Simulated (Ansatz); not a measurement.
ZrN: experiment and calculation

**The experiment to reproduce.**

“Atom economy and green elimination of nitric oxide using ZrN powders”, 2018, pmc:5990826 reports, for a powder of ZrN: lattice constant a 4.5675 Å.

Level of theory: Ansatz, DFT PBE, scalar-relativistic, plane waves, PAW.

Plane waves to 420 eV, a k mesh through Γ of 20×20×20 on the computed 2-atom cell and Gaussian smearing (0.10 eV); no spin polarisation.

Relaxed structure:

Space group Fm-3m (No. 225). a = 4.595 Å, b = 4.595 Å, c = 4.595 Å, α = 90.00°, β = 90.00°, γ = 90.00°
| atom | site | symmetry | x | y | z |
| --- | --- | --- | --- | --- | --- |
| Zr | 4a | m-3m | 0.0000 | 0.0000 | 0.0000 |
| N | 4b | m-3m | 0.5000 | 0.0000 | 0.0000 |

- Space group: Fm-3m (No. 225)
- Volume per atom: 12.12 Å³
- Formation energy from the elements' standard states (uncorrected): -1.731 eV/atom
- Kohn–Sham band gap: none (metal)
- Density of states at the Fermi level: 0.7 states/eV per cell
- Orbital (Löwdin) character within 0.5 eV of the Fermi level: Zr 4d 78 %, N 2p 18 %
- Bulk modulus: 249 GPa
- Its pressure derivative: 4.3
- Bader charge by site (e): Zr (1 in the cell) 1.89, N (1 in the cell) -1.89

Against the measured lattice constant a of ZrN, 4.5675 Å (powder; “Atom economy and green elimination of nitric oxide using ZrN powders”, 2018, pmc:5990826), the calculated 4.595 Å is off by +0.6 %. The calculation is for 0 K without zero-point motion.

It was relaxed from a cell as deposited in COD. Löwdin shares on free-atom orbitals overweight diffuse shells.
